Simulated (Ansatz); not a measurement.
# HgTe: the cost of one run

Program: Ansatz 0.2.0. Level of theory: DFT PBE, scalar-relativistic. These are calculated values, not measurements.

## Step 1: Starting point

The structure is cubic, space group F-43m (No. 216). Conventional cell: a = 6.447 Å, b = 6.447 Å, c = 6.447 Å, α = 90.00°, β = 90.00°, γ = 90.00°. Hg (site symmetry -43m) is surrounded by 4 Te at 2.79 Å. Around Te (site symmetry -43m) lie 4 Hg at 2.79 Å.

As a file:

```
CELL_PARAMETERS angstrom
0.00000 3.22350 3.22350
3.22350 0.00000 3.22350
3.22350 3.22350 0.00000
ATOMIC_POSITIONS crystal
Hg 0.00000 0.00000 0.00000
Te 0.75000 0.75000 0.75000
```

Atoms are numbered in the order of the input: Hg1, Te2.

## Step 2: The deformed structure

Space group F-43m before, I-4m2 after.

## Step 3: Full-potential LAPW

input.yaml reads:

```yaml
crystal:
  lattice:
    - [0.0, 3.15903, 3.2235]
    - [3.15903, 0.0, 3.2235]
    - [3.15903, 3.15903, 0.0]
  atoms:
    - { symbol: Hg, position: [0.0, 0.0, 0.0] }
    - { symbol: Te, position: [0.75, 0.75, 0.75] }
kpoints:
  mp_grid: { grid: [11, 11, 11] }
  band_path:
    path:
      - [0.0, 0.0, 0.0]
      - [0.5, 0.0, 0.5]
      - [0.75, 0.25, 0.5]
      - [0.5, 0.5, 0.5]
      - [0.0, 0.0, 0.0]
      - [0.5, 0.5, 0.0]
      - [0.62995, 0.62995, 0.2599]
      - [0.37005, 0.37005, 0.7401]
      - [0.0, 0.0, 0.0]
    npoints: 5
scf:
  occupations: { method: fermi_dirac, width: 0.03 }
hamiltonian:
  xc: pbe
  pseudopotentials: { kind: all_electron, lapw: { basis_error: 0.0005 } }
output:
  forces: true
  stress: true
  eigenvalues: true
```

Command:

```sh
$ ansatz run input.yaml --threads 1 --pin off --max-ram 3072MiB --backend cpu --events-out ev --progress --plain --runs-dir out
```

**Question.** How long does this run take on 1 thread of Arm Neoverse V1, shared host, and how much memory does it need?

About 2.3 min, with a peak of 0.72 GiB.
